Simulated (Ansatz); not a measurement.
Reactions of `CC(=O)O[SiH](F)F`.

Calculated with Ansatz (gas phase, PBE0-D4/def2-TZVP geometries, no zero-point term in ΔE). CCSD(T)/CBS is the MP2 limit (def2-TZVPP, def2-QZVPP) plus CCSD(T) − MP2 in def2-TZVPP, frozen cores. This one scheme is used for every species. For Ge, Se outer-core shells are correlated without core-valence functions, which leaves a few kJ/mol of doubt a bond. Scalar relativity is left out up to krypton. One conformer a species, not always the lowest.

| reaction | CCSD(T)/CBS(def2) (eV) |
| --- | --- |
| `CC(=O)O[SiH](F)F` + H₂Se → `F[SiH](F)[SeH]` + acetic acid | 0.43 |
| `CC(=O)O[SiH](F)F` + `[SiH3]N[SiH](Cl)Cl` → `F[SiH](F)N[SiH](Cl)Cl` + `CC(=O)O[SiH3]` | -0.05 |
| `CC(=O)O[SiH](F)F` + `[SH][GeH3]` → `F[SiH](F)[S][GeH3]` + acetic acid | 0.31 |
| `CC(=O)O[SiH](F)F` + `N[SiH2]F` → `F[SiH2]N[SiH](F)F` + acetic acid | 0.22 |
| `CC(=O)O[SiH](F)F` + `CC(C)C` → `CC(C)[SiH](F)F` + `COC(C)=O` | 1.58 |
| `CC(=O)O[SiH](F)F` + CH₃NH₂ → `CNC(C)=O` + `O[SiH](F)F` | ? |
| `CC(=O)O[SiH](F)F` + H₂S → `F[SiH](F)S` + acetic acid | ? |

Problem. Fill in the missing values. (An estimate is asked.)

Solution. Ansatz gave: `CC(=O)O[SiH](F)F` + CH₃NH₂ → `CNC(C)=O` + `O[SiH](F)F`: -0.41 eV; `CC(=O)O[SiH](F)F` + H₂S → `F[SiH](F)S` + acetic acid: +0.43 eV.

Largest T1 diagnostic: 0.015, for `CC(=O)O`.
